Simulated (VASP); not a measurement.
Wanted: the native input for a VASP 6.6.1 run.

```
Task                   : single point
Functional             : PBEsol
Potentials or basis    : VASP PAW PBE potentials, release 64 (W_sv, C)
Cutoff                 : 520 eV
k mesh                 : 6 × 6 × 4
Occupations            : gaussian, width 0.1 eV
Spin                   : no spin polarisation
Dipole correction      : no
Further INCAR settings : ALGO = Fast; EDIFF = 1e-06; NBANDS = 26
```

The structure of WC lies in POSCAR:

```
WC
1.0
    3.1625765235      0.0000000000      0.0000000000
   -1.5812882617      2.7388716107      0.0000000000
    0.0000000000      0.0000000000      4.8465024545
W C
2 2
Direct
    0.6666666700      0.3333333300      0.7500000000
    0.3333333300      0.6666666700      0.2500000000
    0.0000000000      0.0000000000      0.0000000000
    0.0000000000      0.0000000000      0.5000000000
```

Measurements of this composition are mostly on another form, of space group No. 187.

The cell isn't the ideal one: Hf replaced by W, lengths x 0.969, strained and moved within the space group.

The input as run:

INCAR

```
SYSTEM = WC
PREC = Accurate
ENCUT = 520
EDIFF = 1E-6
ISMEAR = 0
SIGMA = 0.1
LREAL = .FALSE.
LASPH = .TRUE.
NELM = 100
ALGO = Fast
ISIF = 2
LWAVE = .FALSE.
LCHARG = .TRUE.
GGA = PS
LELF = .TRUE.
LVHAR = .TRUE.
NBANDS = 26
```

KPOINTS

```
regular mesh
0
G
  6 6 4
  0 0 0
```

Potentials or basis: VASP PAW PBE potentials, release 64 (W_sv, C).

Launch:

```bash
$ cat potpaw_PBE.64/W_sv/POTCAR potpaw_PBE.64/C/POTCAR > POTCAR
$ mpirun -np 1 vasp_std > vasp.out
```

Results of the run:

The pressure is -7.5 GPa and the band gap on the k mesh is none (metal or under the smearing width).

Caveat: the k mesh is coarse (spacing up to 0.38 Å⁻¹), so the values aren't converged; the PAW data sets were made with another functional, which shifts forces and pressure a little.

It took 10 s on 1 thread of Intel(R) Xeon(R) 6975P-C (Granite Rapids) (shared host), peak memory 0.15 GiB.
